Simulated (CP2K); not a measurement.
The system is PtS2.

```
CELL_PARAMETERS angstrom
3.54320 0.00000 0.00000
-1.77160 3.06850 0.00000
0.00000 0.00000 5.03880
ATOMIC_POSITIONS crystal
Pt 0.00000 0.00000 0.00000
S 0.66667 0.33333 0.77300
S 0.33333 0.66667 0.22700
```

Base run:

```yaml
Program: CP2K 2026.2
Functional: PBE
Potentials_or_basis: POTENTIAL_UZH Pt GTH-PBE-q18, S GTH-PBE-q6; TZVP-MOLOPT-PBE-GTH basis
Density_cutoff: 6123 eV
k_mesh: 9 × 9 × 5
Occupations: fermi-dirac, width 0.05 eV
Spin: no spin polarisation
```

Its results: band gap on the k mesh 1.03 eV, indirect (least direct gap 1.08 eV); pressure 12.4 GPa; largest force 1.419 eV/Å.

Task: The run is repeated on the same cell with these changes: functional from PBE to PBEsol; eps_default from 1.0E-10 to 1.0E-9. What comes out?

Result: Band gap on the k mesh 0.96 eV, indirect (least direct gap 1.01 eV); pressure 7.9 GPa; largest force 1.187 eV/Å.

Caveats: spin-orbit coupling is left out, which moves the levels of the heavy elements; the basis of atomic orbitals isn't converged, which shifts pressures, moduli and gaps; forces of over 1 eV/Å show positions far from the minimum, so gaps and moduli don't describe the material at rest (some runs); the potentials were made for another functional, which shifts forces and pressure (some runs).

A k mesh can miss the band edges.

Not every run made on this cell is shown here.
